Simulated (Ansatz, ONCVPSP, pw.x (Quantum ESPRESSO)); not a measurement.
# Equation-of-state test of one ONCV potential (Ti (Z = 22))

Ti, optimised norm-conserving Vanderbilt (ONCV), made with ONCVPSP 4.0.1.1 (patched build) (PBE, scalar-relativistic). Core [Ne], reference 3s2 3p6 3d2 4s2. Waves: 3s+4s: rc 1.40 bohr, ncon 5, nbas 8, qcut 10.8 1/bohr, 2 projectors; 3p: rc 1.30 bohr, ncon 4, nbas 9, qcut 9.4 1/bohr, 2 projectors, debl 1.6 Ha; 3d: rc 1.45 bohr, ncon 4, nbas 8, qcut 8.8 1/bohr, 1 projector. Local part: polynomial inside 1.20 bohr (lpopt 5, dvloc0 0 Ha). Core correction: Teter function, fcfact 4.75, rcfact 1.65.

Crystal test: fcc Ti in pw.x 7.5, no spin, 14³ k-points, Fermi–Dirac smearing 0.01 Ry, cutoffs 110/440 Ry. The reference is all-electron LAPW (Ansatz 0.2.0) with the same functional, mesh and smearing; V0 and B0 come from Birch–Murnaghan fits to the pressures at five volumes. Errors are pseudo minus all-electron; Δ is the rms difference of the E(V) curves that follow from these fits, minima aligned, over ±6 % about the mean V0. Mesh and smearing are coarse, so the numbers serve the comparison and aren't converged zero-temperature values; the lattice is a test structure that the element need not adopt.

All-electron: a0 = 4.119 Å (V0 = 17.47 Å³/atom), B0 = 106.1 GPa.

Task: How far does the potential miss the all-electron equation of state?

Result: mean pressure error (GPa): +0.25; a0 (Å): 4.122; a0 error (%): +0.08; B0 error (%): -0.0; Δ (meV/atom): 0.9.

```tsv
V (Å³/atom)	P all-electron (GPa)	P pseudo (GPa)
16.608	5.83	6.12
17.045	2.70	2.97
17.482	-0.10	0.15
17.919	-2.60	-2.37
18.356	-4.83	-4.63
```

The run at the middle volume (104 k-points, 8 iterations) took about 78 s on one core of a shared host (Neoverse-N1, 64 threads, 124 GiB, load 48).
